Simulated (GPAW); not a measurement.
**SnSe in GPAW: the effect of volume scale**

SnSe:

```
CELL_PARAMETERS angstrom
0.00000 2.94855 2.94855
2.94855 0.00000 2.94855
2.94855 2.94855 0.00000
ATOMIC_POSITIONS crystal
Sn 0.00000 0.00000 0.00000
Se 0.50000 0.50000 0.50000
```

Measurements of this composition are mostly on another form, of space group No. 62.

Alike in all runs:

* Program: GPAW 26.7.0
* Task: dielectric tensor
* Functional: PBE
* Potentials or basis: GPAW PAW data sets (gpaw-data 1.2.1)
* Cutoff: 400 eV
* Basis: pw
* k mesh: 6 × 6 × 6
* Occupations: fermi-dirac, width 0.001 eV
* Spin: no spin polarisation

**Question.** One run gave: gap on the mesh 0.87 eV; dielectric constant 205.42 mean. Which volume scale did it use?
A. 1.06
B. 1.02
C. 0.94
D. 1
E. 0.96

**Answer.** C.

```csv
volume scale,gap on the mesh (eV),dielectric constant (mean)
0.94,0.87,205.42
0.96,0.77,424.40
0.98,0.68,702.28
1,0.59,325.87
1.02,0.50,86.84
1.04,0.42,54.85
1.06,0.34,45.80
```

Caveats: the long-wavelength limit can be off by a per cent or two; spin-orbit coupling is left out, which moves the levels of the heavy elements; an odd mesh through Γ misses points on the zone boundary, where band edges often lie; the gap is small at this level, which inflates the dielectric constant (some runs).
